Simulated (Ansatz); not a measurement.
Polymorphs of Ti₂C₅

Theory: DFT PBE, scalar-relativistic, plane waves, PAW in Ansatz 0.2.0. Settings: cutoff 420 eV, Γ-centred meshes spaced at most about 0.3 Å⁻¹, and about 0.25 Å⁻¹ or finer for metals (2π included), Gaussian smearing. No spin polarisation.

Energies over the elements count from the elements' standard structures at the same level, with no fitted energy shifts.

All energies are static (0 K, no zero-point motion). The comparison covers the computed candidates alone. The reference form of C is held partly by dispersion forces, which this level lacks.

Invented guesses were relaxed alike, and ends that match in structure were merged. ΔE counts from the first row. Coordination counts C atoms around Ti (those within 1.25 times the shortest such distance or 1.15 times the sum of covalent radii, 1.27 where that leaves under three; a plus sign parts nearer from farther groups). The ends were matched against large subsets of the Crystallography Open Database and the Materials Project, so a missing match doesn't prove that a structure is unreported.

| # | reached from | type and space group | atoms | Å³/atom | coordination | ΔE (meV/atom) | gap on mesh (eV) | in databases |
| --- | --- | --- | --- | --- | --- | --- | --- | --- |
| 1 | a cell proposed by chemical analogy | P-3m1 (No. 164) | 7 | 9.6 | Ti 3+6 | 0 | 0.00 | no match |
| 2 | a cell proposed by chemical analogy, changed on relaxing | C2/m (No. 12) | 7 | 10.1 | Ti 2+3 | 44 | 0.00 | no match |
| 3 | random cell | P-6m2 (No. 187) | 7 | 12.9 | Ti 3 | 355 | 0.00 | no match |

The lowest: Space group P-3m1 (No. 164), trigonal, a = 2.698 Å, c = 10.631 Å. Ti is surrounded by 3 C at 2.03 Å, 6 C at 2.45–2.48 Å and 6 Ti at 2.70 Å; C on a site of symmetry 3m has 3 C at 1.56 Å and 3 Ti at 2.48 Å; C on a second site of symmetry 3m is surrounded by 3 C at 1.56 Å and 3 Ti at 2.45 Å; C on a site of symmetry -3m has 6 Ti at 2.03 Å. Its energy over the elements is +0.17 eV/atom. The separate elements lie lower, so it is unstable against them. An observed structure of this formula, if there is one, may be missing.

```
CELL_PARAMETERS angstrom
2.69782 0.00000 0.00000
-1.34891 2.33638 0.00000
0.00000 0.00000 10.63103
ATOMIC_POSITIONS crystal
Ti 0.33333 0.66667 0.12241
Ti 0.66667 0.33333 0.87759
C 0.00000 0.00000 0.30366
C 0.66667 0.33333 0.30001
C 0.00000 0.00000 0.69634
C 0.33333 0.66667 0.69999
C 0.00000 0.00000 0.00000
```

The second: Space group C2/m (No. 12), monoclinic, a = 12.532 Å, b = 2.636 Å, c = 4.339 Å, β = 100.2°. Around Ti lie 2 C at 1.96 Å, 3 C at 2.33–2.40 Å, 2 Ti at 2.64 Å, 3 C at 2.80–2.89 Å and 2 Ti at 2.91–3.00 Å; around C on a site of symmetry m lie 3 C at 1.47–1.52 Å and 3 Ti at 2.33–2.40 Å; C on a second site of symmetry m has 3 C at 1.47–1.48 Å; C on a site of symmetry 2/m has 4 Ti at 1.96 Å. Counting C atoms around Ti, the first has Ti 3+6 and the second has Ti 2+3. The first and the second both hold C–C nets. Cells relaxed within their symmetry can be saddle points. Some structure types and database cells were kept out of the candidates from the start, so a known form may be missing.
